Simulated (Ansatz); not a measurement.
# ZrO2: the cost of one run

Computed with Ansatz 0.2.0 (DFT, PBEsol, plane-wave PAW, default files, scalar-relativistic).

### Step 1. The system as given

It takes space group P4_2/nmc (No. 137, tetragonal). The conventional cell has a = 3.596 Å, b = 3.596 Å, c = 5.177 Å, α = 90.00°, β = 90.00°, γ = 90.00°. Around Zr (site symmetry -4m2) lie 8 O at 2.08 to 2.37 Å. O (site symmetry 2mm) has 4 Zr at 2.08 to 2.37 Å as nearest neighbours.

As a file:

```cif
data_structure
_symmetry_space_group_name_H-M 'P 1'
_symmetry_Int_Tables_number 1
_cell_length_a 3.5961
_cell_length_b 3.5961
_cell_length_c 5.1770
_cell_angle_alpha 90.000
_cell_angle_beta 90.000
_cell_angle_gamma 90.000
_cell_volume 66.95
loop_
_atom_site_label
_atom_site_type_symbol
_atom_site_fract_x
_atom_site_fract_y
_atom_site_fract_z
_atom_site_occupancy
Zr1 Zr 0.00000 0.00000 0.00000 1
Zr2 Zr 0.50000 0.50000 0.50000 1
O1 O 0.00000 0.50000 0.20300 1
O2 O 0.00000 0.50000 0.70300 1
O3 O 0.50000 0.00000 0.29700 1
O4 O 0.50000 0.00000 0.79700 1
```

The earlier run gave: gap on the mesh 4.02 eV, largest force 0.041 eV/Å, pressure 5.3 GPa.

Like atoms gathered into sites:

| site | atoms | first shell | V_zz (10²¹ V/m²) | η | C_Q (MHz) |
| --- | --- | --- | --- | --- | --- |
| Zr | 1, 2 | 8 O at 2.08–2.37 Å | 4.81 | 0.00 | -20.5 (⁹¹Zr) |
| O | 3, 4, 5, 6 | 4 Zr at 2.08–2.37 Å | 0.89 | 0.13 | -0.549 (¹⁷O) |

Conventions: |V_zz| ≥ |V_yy| ≥ |V_xx|, η = (V_xx − V_yy)/V_zz, C_Q = eQV_zz/h. Nuclear quadrupole moments: year-2017 set (Pyykkö).

### Step 2. Functional PBEsol at the relaxed positions

input.yaml reads:

```yaml
crystal:
  lattice:
    - [3.5961, 0.0, 0.0]
    - [0.0, 3.5961, 0.0]
    - [0.0, 0.0, 5.177]
  atoms:
    - { symbol: Zr, position: [0.0, 0.0, 0.0] }
    - { symbol: Zr, position: [0.5, 0.5, 0.5] }
    - { symbol: O, position: [0.0, 0.5, 0.2011907693] }
    - { symbol: O, position: [0.0, 0.5, 0.7011907693] }
    - { symbol: O, position: [0.5, 0.0, 0.2988092307] }
    - { symbol: O, position: [0.5, 0.0, 0.7988092307] }
kpoints:
  mp_grid: { grid: [8, 8, 6] }
scf:
  occupations: { method: fermi_dirac, width: 0.02 }
hamiltonian:
  xc: pbesol
  pseudopotentials: { kind: paw }
output:
  forces: true
  stress: true
  populations: true
  efg:
    quadrupole_moments_barn: { Zr: -0.176, O: -0.02558 }
    contact_densities: true
```

Run with:

```console
$ ansatz run input.yaml --threads 1 --pin off --max-ram 3072MiB --backend cpu --events-out ev --progress --plain --runs-dir out
```

What time and memory should one allow on 1 thread of Intel Xeon 6975P-C (Granite Rapids), shared host?

About 5.1 s, with a peak of 0.49 GiB.
